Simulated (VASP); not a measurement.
# MgO (P6_3mc) in VASP: a series of runs

One crystal, MgO, is run at these levels: r2SCAN; tasks: single point.

All numbers are computed with VASP 6.6.1; they aren't measurements. Logs are shortened: lines on timing, memory, paths and dates and some standing lists are left out, and cuts for length are marked.

## (1) The crystal as given

Symmetry: P6_3mc, No. 186, hexagonal system. The conventional cell has a = 3.308 Å, b = 3.308 Å, c = 4.983 Å, α = 90.00°, β = 90.00°, γ = 120.00°. Mg (site symmetry 3m) has 4 O at 1.97 to 1.99 Å as nearest neighbours. Around O (site symmetry 3m) lie 4 Mg at 1.97 to 1.99 Å.

Measurements of this composition are mostly on another form, of space group No. 225.

## (2) Single point, r2SCAN

INCAR

```
SYSTEM = MgO
  PREC = Accurate
  ENCUT = 800
  EDIFF = 1E-6
  ISMEAR = 0
  SIGMA = 0.05
  LREAL = .False.
  LASPH = .True.
  NELM = 100
  ALGO = Normal
  ISIF = 2
  LWAVE = .False.
  LCHARG = .False.
  METAGGA = R2SCAN
  LMIXTAU = .True.
  NBANDS = 16
  ADDGRID = .False.
```

KPOINTS

```
Automatic mesh
0
Gamma
  5 5 3
  0 0 0
```

POSCAR

```
MgO
1.0
    3.3077869865      0.0000000000      0.0000000000
   -1.6538934933      2.8646275606      0.0000000000
    0.0000000000      0.0000000000      4.9828816700
Mg O
2 2
Direct
    0.6666666667      0.3333333333      0.5021597400
    0.3333333333      0.6666666667      0.0021597400
    0.6666666667      0.3333333333      0.9024402600
    0.3333333333      0.6666666667      0.4024402600
```

Potentials or basis: VASP PAW PBE potentials, release 64 (Mg, O_h).

On the command line:

```sh
cat potpaw_PBE.64/Mg/POTCAR potpaw_PBE.64/O_h/POTCAR > POTCAR
mpirun -np 1 vasp_std > vasp.out
```

OUTCAR:

```text
SYSTEM = MgO
   PREC = Accurate
   ENCUT = 800
   EDIFF = 1E-6
   ISMEAR = 0
   LREAL = .False.
   LASPH = .True.
   NELM = 100
   ISIF = 2
   METAGGA = R2SCAN

 Found     10 irreducible k-points:

 Following reciprocal coordinates:
            Coordinates               Weight
  0.000000  0.000000  0.000000      1.000000
  0.200000 -0.000000  0.000000      6.000000
  0.400000  0.000000  0.000000      6.000000
  0.200000  0.200000  0.000000      6.000000
  0.400000  0.200000  0.000000      6.000000
  0.000000  0.000000  0.333333      2.000000
   k-points           NKPTS =     10   k-points in BZ     NKDIM =     10   number of bands    NBANDS=     16
   number of dos      NEDOS =    301   number of ions     NIONS =      4
   total plane-waves  NPLWV =  49152
   dimension x,y,z NGX =    32 NGY =   32 NGZ =   48
   dimension x,y,z NGXF=    64 NGYF=   64 NGZF=   96
   ions per type =               2   2
   NGX,Y,Z   is equivalent  to a cutoff of  16.08, 16.08, 16.01 a.u.
   NGXF,Y,Z  is equivalent  to a cutoff of  32.17, 32.17, 32.03 a.u.
 SYSTEM =  MgO
   PREC   = accura    normal or accurate (medium, high low for compatibility)
   ISTART =      0    job   : 0-new  1-cont  2-samecut
   ICHARG =      2    charge: 1-file 2-atom 10-const
   ISPIN  =      1    spin polarized calculation?
   LNONCOLLINEAR =      F non collinear calculations
   LSORBIT =      F    spin-orbit coupling
   LASPH  =      T    aspherical Exc in radial PAW
   ENCUT  =  800.0 eV  58.80 Ry    7.67 a.u.   7.63  7.63 11.49*2*pi/ulx,y,z
   NELM   =    100;   NELMIN=  2; NELMDL= -5     # of ELM steps
   EDIFF  = 0.1E-05   stopping-criterion for ELM
   LREAL  =      F    real-space projection
   EDIFFG = 0.1E-04   stopping-criterion for IOM
   NSW    =      0    number of steps for IOM
   IBRION =     -1    ionic relax: 0-MD 1-quasi-New 2-CG
   NFREE  =      0    steps in history (QN), initial steepest desc. (CG)
   ISIF   =      2    stress and relaxation
   ISYM   =      2    0-nonsym 1-usesym 2-fastsym
   POTIM  = 0.5000    time-step for ionic-motion
   TEBEG  =    0.0;   TEEND  =   0.0 temperature during run
   PSTRESS=    0.0 pullay stress
   NELECT =      16.0000    total number of electrons
   NUPDOWN=      -1.0000    fix difference up-down
   EMIN   =  10.00;   EMAX   =-10.00  energy-range for DOS
   EFERMI =   0.00;   METHOD = LEGACY
   ISMEAR =     0;   SIGMA  =   0.05  broadening in eV -4-tet -1-fermi 0-gaus
   EFERMI_NEDOS =   21; number of points for ismear=-14 and -15
   IALGO  =     38    algorithm
   IMIX   =      4    mixing-type and parameters
     AMIX     =   0.40;   BMIX     =  1.00
     AMIX_MAG =   1.60;   BMIX_MAG =  1.00
  volume/ion in A,a.u.               =      11.80        79.66
  Fermi-wavevector in a.u.,A,eV,Ry     =   1.141351  2.156842 17.724080  1.302683
  Thomas-Fermi vector in A             =   2.278052
   LORBIT       =      0    0 simple, 1 ext, 2 COOP (PROOUT), +10 PAW based schemes
   METAGGA = R2SCAN    functional components
   LHFCALC =     F    Hartree Fock is set to
   AEXX    =    0.0000 exact exchange contribution
   IVDW    =     0    specifies the selected vdW correction
   LEPSILON=     F    determine dielectric tensor
   LRPA    =     F    only Hartree local field effects (RPA)
 non-spin polarized calculation
 Gauss-broadening in eV      SIGMA  =   0.05
  energy-cutoff  :      800.00
  volume of cell :       47.22
 maximum number of plane-waves:      2441
 NGX is ok and might be reduce to    32
   NGX = 15   NGY = 15   NGZ = 23

 number of electron      15.9999999 magnetization

 Free energy of the ion-electron system (eV)
  ---------------------------------------------------
  ext. energy  EPLUGINS =         0.00000000
  ---------------------------------------------------
  free energy    TOTEN  =       -31.87373055 eV

  energy without entropy =      -31.87373055  energy(sigma->0) =      -31.87373055

 E-fermi :   1.3210     XC(G=0): -10.2026

 val. band max:        1.0605795885   @ k =   0.0000   0.0000   0.0000
 cond. band min:       5.1869529962   @ k =   0.0000   0.0000   0.0000
 fundamental gap:      4.1263734077
 Fermi energy:         1.3209869354

 k-point     1 :       0.0000    0.0000    0.0000
  band No.  band energies     occupation
      1     -16.1640      2.00000
      2     -15.3802      2.00000
      3      -2.2210      2.00000
      4       0.2559      2.00000
      5       0.2559      2.00000
      6       0.5994      2.00000
[... 8 lines left out ...]
     15      18.6025      0.00000
     16      18.6025      0.00000

 k-point     2 :       0.2000   -0.0000    0.0000
  band No.  band energies     occupation
      1     -15.9833      2.00000
      2     -15.3269      2.00000
      3      -1.8495      2.00000
      4      -0.6380      2.00000
      5      -0.1890      2.00000
      6       0.0380      2.00000
[... 8 lines left out ...]
     15      17.3870      0.00000
     16      17.6307      0.00000

 k-point     3 :       0.4000    0.0000    0.0000
  band No.  band energies     occupation
      1     -15.6275      2.00000
      2     -15.2886      2.00000
      3      -1.8626      2.00000
      4      -1.0532      2.00000
      5      -0.9179      2.00000
      6      -0.2358      2.00000
[... 8 lines left out ...]
     15      16.3990      0.00000
     16      17.9641      0.00000

 k-point     4 :       0.2000    0.2000    0.0000
  band No.  band energies     occupation
      1     -15.7097      2.00000
      2     -15.2842      2.00000
      3      -1.4233      2.00000
      4      -1.2423      2.00000
      5      -0.8810      2.00000
      6      -0.1764      2.00000
[... 8 lines left out ...]
     15      16.3463      0.00000
     16      18.1116      0.00000

 k-point     5 :       0.4000    0.2000    0.0000
  band No.  band energies     occupation
      1     -15.4724      2.00000
      2     -15.3202      2.00000
      3      -1.8499      2.00000
      4      -0.9618      2.00000
      5      -0.7211      2.00000
      6      -0.4598      2.00000
[... 8 lines left out ...]
     15      15.7872      0.00000
     16      18.1132      0.00000

 k-point     6 :       0.0000    0.0000    0.3333
  band No.  band energies     occupation
      1     -15.9779      2.00000
      2     -15.5867      2.00000
      3      -1.6227      2.00000
      4      -0.1059      2.00000
      5       0.3391      2.00000
      6       0.3391      2.00000
[... 8 lines left out ...]
     15      17.2341      0.00000
     16      17.2341      0.00000

 [... further k-points ...]

------------------------ aborting loop because EDIFF is reached ----------------------------------------

  FORCE on cell =-STRESS in cart. coord.  units (eV):
  Direction    XX          YY          ZZ          XY          YZ          ZX
  --------------------------------------------------------------------------------------
  -------------------------------------------------------------------------------------
  Total       -1.0740412     -1.0740412     -0.9545101      0.0000000      0.0000000      0.0000000
  in kB      -36.4456107    -36.4456107    -32.3895457      0.0000000      0.0000000      0.0000000
  external PRESSURE =     -35.0935890 kB  Pullay stress =       0.0000000 kB

 VOLUME and BASIS-vectors are now :
 -----------------------------------------------------------------------------
  energy-cutoff  :      800.00
  volume of cell :       47.22
      direct lattice vectors                 reciprocal lattice vectors
     3.307786987  0.000000000  0.000000000     0.302316928  0.174542760  0.000000000
    -1.653893493  2.864627561  0.000000000     0.000000000  0.349085519  0.000000000
     0.000000000  0.000000000  4.982881670     0.000000000  0.000000000  0.200687086

 POSITION                                       TOTAL-FORCE (eV/Angst)
 -----------------------------------------------------------------------------------
      1.65389      0.95488      2.50220         0.000000      0.000000      0.032127
     -0.00000      1.90975      0.01076        -0.000000     -0.000000      0.032127
      1.65389      0.95488      4.49675         0.000000     -0.000000     -0.032127
     -0.00000      1.90975      2.00531        -0.000000      0.000000     -0.032127
 -----------------------------------------------------------------------------------
    total drift:                               -0.000000      0.000000      0.010617

  FREE ENERGIE OF THE ION-ELECTRON SYSTEM (eV)
  ---------------------------------------------------
  free  energy   TOTEN  =       -31.8737305469 eV

  energy  without entropy=      -31.8737305469  energy(sigma->0) =      -31.87373055
```

Wall time 1.9 min (1 thread of AMD EPYC 7R43 (Zen 3), shared host); peak memory 0.18 GiB.

The run converged, but some of its settings lie outside the range that counts as converged, so its numbers aren't taken as properties of the crystal.

What came out:

```
Free energy            : -31.8737 eV
Largest force          : 0.032 eV/Å
Band gap on the k mesh : 4.13 eV, direct
```

Caveat: the k mesh is coarse (spacing up to 0.44 Å⁻¹), so the values aren't converged; the cutoff is under 1.25 times the usual one of these potentials, so pressure, stress and relaxed cells hold a basis-set (Pulay) error; the PAW data sets were made with another functional, which shifts forces and pressure a little.

## (3) Single point, r2SCAN

INCAR is that of step 2.

KPOINTS is that of step 2.

POSCAR

```
MgO
1.0
    3.3077869865      0.0000000000      0.0000000000
   -1.6538934933      2.8646275606      0.0000000000
    0.0000000000      0.0000000000      4.9828816700
Mg O
2 2
Direct
    0.6747690000      0.3351150000      0.5028290000
    0.3311760000      0.6515210000      0.0154490000
    0.6888710000      0.3367780000      0.8828130000
    0.3168690000      0.6615630000      0.3988200000
```

Potentials or basis: VASP PAW PBE potentials, release 64 (Mg, O_h).

On the command line:

```sh
cat potpaw_PBE.64/Mg/POTCAR potpaw_PBE.64/O_h/POTCAR > POTCAR
mpirun -np 1 vasp_std > vasp.out
```

Wall time 4.7 min (1 thread of AMD EPYC 7R43 (Zen 3), shared host); peak memory 0.21 GiB.

The run converged, but some of its settings lie outside the range that counts as converged, so its numbers aren't taken as properties of the crystal.

What came out:

```
Free energy            : -31.7087 eV
Largest force          : 1.649 eV/Å
Band gap on the k mesh : 4.21 eV, direct
```

Caveat: the k mesh is coarse (spacing up to 0.44 Å⁻¹), so the values aren't converged; the cutoff is under 1.25 times the usual one of these potentials, so pressure, stress and relaxed cells hold a basis-set (Pulay) error; the PAW data sets were made with another functional, which shifts forces and pressure a little.

## (4) Single point, r2SCAN

Changes to INCAR since step 3:

```diff
@@ -2,3 +2,3 @@
   PREC = Accurate
-  ENCUT = 800
+  ENCUT = 900
   EDIFF = 1E-6
```

KPOINTS is that of step 3.

POSCAR

```
MgO
1.0
    3.3077869865      0.0000000000      0.0000000000
   -1.6538934933      2.8646275606      0.0000000000
    0.0000000000      0.0000000000      4.9828816700
Mg O
2 2
Direct
    0.6666666667      0.3333333333      0.5021597400
    0.3333333333      0.6666666667      0.0021597400
    0.6666666667      0.3333333333      0.9024402600
    0.3333333333      0.6666666667      0.4024402600
```

Potentials or basis: VASP PAW PBE potentials, release 64 (Mg, O_h).

On the command line:

```sh
cat potpaw_PBE.64/Mg/POTCAR potpaw_PBE.64/O_h/POTCAR > POTCAR
mpirun -np 1 vasp_std > vasp.out
```

OUTCAR:

```text
SYSTEM = MgO
   PREC = Accurate
   ENCUT = 900
   EDIFF = 1E-6
   ISMEAR = 0
   LREAL = .False.
   LASPH = .True.
   NELM = 100
   ISIF = 2
   METAGGA = R2SCAN

 Found     10 irreducible k-points:

 Following reciprocal coordinates:
            Coordinates               Weight
  0.000000  0.000000  0.000000      1.000000
  0.200000 -0.000000  0.000000      6.000000
  0.400000  0.000000  0.000000      6.000000
  0.200000  0.200000  0.000000      6.000000
  0.400000  0.200000  0.000000      6.000000
  0.000000  0.000000  0.333333      2.000000
   k-points           NKPTS =     10   k-points in BZ     NKDIM =     10   number of bands    NBANDS=     16
   number of dos      NEDOS =    301   number of ions     NIONS =      4
   total plane-waves  NPLWV =  51200
   dimension x,y,z NGX =    32 NGY =   32 NGZ =   50
   dimension x,y,z NGXF=    64 NGYF=   64 NGZF=  100
   ions per type =               2   2
   NGX,Y,Z   is equivalent  to a cutoff of  16.08, 16.08, 16.68 a.u.
   NGXF,Y,Z  is equivalent  to a cutoff of  32.17, 32.17, 33.36 a.u.
 SYSTEM =  MgO
   PREC   = accura    normal or accurate (medium, high low for compatibility)
   ISTART =      0    job   : 0-new  1-cont  2-samecut
   ICHARG =      2    charge: 1-file 2-atom 10-const
   ISPIN  =      1    spin polarized calculation?
   LNONCOLLINEAR =      F non collinear calculations
[... 61 lines left out ...]
  band No.  band energies     occupation
      1     -16.1575      2.00000
      2     -15.3728      2.00000
      3      -2.2211      2.00000
      4       0.2564      2.00000
      5       0.2564      2.00000
      6       0.5990      2.00000
[... 91 lines left out ...]
      3      -1.6232      2.00000
      4      -0.1073      2.00000
      5       0.3394      2.00000
      6       0.3394      2.00000
[... 8 lines left out ...]
     15      17.2345      0.00000
     16      17.2345      0.00000

 [... further k-points ...]

------------------------ aborting loop because EDIFF is reached ----------------------------------------

  FORCE on cell =-STRESS in cart. coord.  units (eV):
  Direction    XX          YY          ZZ          XY          YZ          ZX
  --------------------------------------------------------------------------------------
  -------------------------------------------------------------------------------------
  Total       -0.4891996     -0.4891996     -0.3713731      0.0000000      0.0000000      0.0000000
  in kB      -16.6000881    -16.6000881    -12.6018643      0.0000000      0.0000000      0.0000000
  external PRESSURE =     -15.2673469 kB  Pullay stress =       0.0000000 kB

 VOLUME and BASIS-vectors are now :
 -----------------------------------------------------------------------------
  energy-cutoff  :      900.00
  volume of cell :       47.22
      direct lattice vectors                 reciprocal lattice vectors
     3.307786987  0.000000000  0.000000000     0.302316928  0.174542760  0.000000000
    -1.653893493  2.864627561  0.000000000     0.000000000  0.349085519  0.000000000
     0.000000000  0.000000000  4.982881670     0.000000000  0.000000000  0.200687086

 POSITION                                       TOTAL-FORCE (eV/Angst)
 -----------------------------------------------------------------------------------
      1.65389      0.95488      2.50220         0.000000     -0.000000      0.031739
     -0.00000      1.90975      0.01076        -0.000000      0.000000      0.031739
      1.65389      0.95488      4.49675        -0.000000      0.000000     -0.031739
     -0.00000      1.90975      2.00531         0.000000     -0.000000     -0.031739
 -----------------------------------------------------------------------------------
    total drift:                               -0.000000      0.000000      0.000764

  FREE ENERGIE OF THE ION-ELECTRON SYSTEM (eV)
  ---------------------------------------------------
  free  energy   TOTEN  =       -31.8738124833 eV

  energy  without entropy=      -31.8738124833  energy(sigma->0) =      -31.87381248
```

OSZICAR:

```text
N       E                     dE             d eps       ncg     rms          rms(c)
DAV:   1     0.112958344119E+03    0.11296E+03   -0.10422E+04   320   0.142E+03
DAV:   2    -0.252528129166E+02   -0.13821E+03   -0.12314E+03   512   0.244E+02
DAV:   3    -0.410706118318E+02   -0.15818E+02   -0.15701E+02   360   0.896E+01
DAV:   4    -0.412361587923E+02   -0.16555E+00   -0.16550E+00   400   0.999E+00
DAV:   5    -0.412377044507E+02   -0.15457E-02   -0.15457E-02   352   0.947E-01    0.117E+01
DAV:   6    -0.325603386628E+02    0.86774E+01   -0.13516E+01   336   0.309E+01    0.443E+00
DAV:   7    -0.306378174942E+02    0.19225E+01   -0.12794E+00   328   0.142E+01    0.215E+00
DAV:   8    -0.346256932145E+02   -0.39879E+01   -0.32651E+00   336   0.151E+01    0.415E+00
DAV:   9    -0.321682596503E+02    0.24574E+01   -0.16375E+00   320   0.127E+01    0.252E-01
DAV:  10    -0.317866900699E+02    0.38157E+00   -0.15916E-01   336   0.443E+00    0.930E-01
DAV:  11    -0.318142447810E+02   -0.27555E-01   -0.47873E-02   320   0.193E+00    0.214E-01
DAV:  12    -0.318554158283E+02   -0.41171E-01   -0.15201E-02   320   0.126E+00    0.125E-01
DAV:  13    -0.318724330063E+02   -0.17017E-01   -0.10693E-02   320   0.112E+00    0.441E-02
DAV:  14    -0.318734834931E+02   -0.10505E-02   -0.20037E-04   376   0.150E-01    0.318E-02
DAV:  15    -0.318737823483E+02   -0.29886E-03   -0.25345E-04   320   0.174E-01    0.589E-03
DAV:  16    -0.318738087303E+02   -0.26382E-04   -0.42184E-05   320   0.889E-02    0.383E-03
DAV:  17    -0.318738117085E+02   -0.29783E-05   -0.45107E-06   320   0.272E-02    0.468E-03
DAV:  18    -0.318738124833E+02   -0.77475E-06   -0.12726E-06   256   0.132E-02
   1 F= -.31873812E+02 E0= -.31873812E+02  d E =-.206848E-15
```

stdout:

```text
POSCAR found type information on POSCAR MgO
 POSCAR found :  2 types and       4 ions
 scaLAPACK will be used
 -----------------------------------------------------------------------------
|                                                                             |
|                                                                             |
|     You enforced a specific xc type in the INCAR file but a different       |
|     I HOPE YOU KNOW WHAT YOU ARE DOING!                                     |
|                                                                             |
 -----------------------------------------------------------------------------

 LDA part: xc-table for (None), standard interpolation
 POSCAR, INCAR and KPOINTS ok, starting setup
 FFT: planning ... GRIDC
 FFT: planning ... GRID_SOFT
 FFT: planning ... GRID
 WAVECAR not read
 entering main loop
```

It took 1.9 min on 1 thread of AMD EPYC 7R43 (Zen 3), shared host; peak memory 0.2 GiB.

These settings aren't checked as converged: the numbers below hold their error.

Results:

```
Free energy            : -31.8738 eV
Pressure               : -1.5 GPa
Largest force          : 0.032 eV/Å
Band gap on the k mesh : 4.13 eV, direct
```

Caveat: the k mesh is coarse (spacing up to 0.44 Å⁻¹), so the values aren't converged; the cutoff is under 1.25 times the usual one of these potentials, so pressure, stress and relaxed cells hold a basis-set (Pulay) error; the PAW data sets were made with another functional, which shifts forces and pressure a little.

## (5) The reference run

An earlier run on the cell as given: functional PBE; potentials or basis VASP PAW PBE potentials, release 64 (Mg, O); cutoff 520 eV; k mesh 9 × 9 × 6; occupations fermi-dirac, width 0.05 eV; no spin polarisation.

* Pressure: 3.0 GPa
* Largest force: 0.008 eV/Å
* Band gap on the k mesh: 3.46 eV, direct
